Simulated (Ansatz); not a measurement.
The parent structure is AlSb in the zinc blende structure (space group F-43m, No. 216; a = 6.177 Å).

Level of theory: Ansatz (an electronic-structure program), r2SCAN, PAW, cutoff 500 eV, scalar-relativistic without spin-orbit coupling, earlier PAW set.

Base values:

The band gap is 1.51 eV and the gap character is indirect, Γ → Γ–X (85 % along).

The change: cell and atoms relaxed at a pressure of 15 GPa.

Q: Estimate the effect on the band gap and gap character.

A: The band gap shrinks by 0.34 eV to 1.17 eV; the gap character changes from indirect, Γ → Γ–X (85 % along) to indirect, Γ → X.

With Sb present, leaving out spin-orbit coupling can change the band edges. Load acts through the strain it causes; cell and atoms are relaxed under it. Stability against distortions was not tested. Measured, AlSb leaves this structure (for a Cmcm phase) near 8.1 GPa (temperature not stated; as listed in Datta, Sujoy, Jana, Debnarayan, arXiv (2020)), on rising pressure, with hysteresis.
